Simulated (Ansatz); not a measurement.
# V in Ansatz: the effect of functional

Crystal: V.

```
V
1.0
    -1.48344    1.48344    1.48344
     1.48344   -1.48344    1.48344
     1.48344    1.48344   -1.48344
V
1
Direct
  0.00000 0.00000 0.00000
```

The cell isn't the ideal one: volume scaled by 0.94.

Alike in all runs:

* Program: Ansatz 0.2.0
* Task: single point
* Potentials or basis: Ansatz PAW
* k mesh: 12 × 12 × 12
* Occupations: fermi-dirac, width 0.05 eV
* Spin: collinear spin, ferromagnetic start
* Starting moments: [2.0] μB

| functional | cutoff | pressure (GPa) | moment (μB) |
| --- | --- | --- | --- |
| LDA | 420 eV (not typed: the program's choice for these potentials) | -8.3 | 0.00 |
| r2SCAN | 500 eV (not typed: the program's choice for these potentials) | ? | ? |
| PBE | 420 eV (not typed: the program's choice for these potentials) | 5.8 | 0.00 |

**Question.** What does the run with functional r2SCAN give?

**Answer.** Pressure 4.2 GPa; moment 0.41 μB.

Caveats: the PAW data sets come from PBE, with cores solved anew for the run's functional, which leaves a small shift of forces and pressure (some runs); the starting moments weren't kept (some runs); the magnetic or orbital state may not be the lowest (some runs).
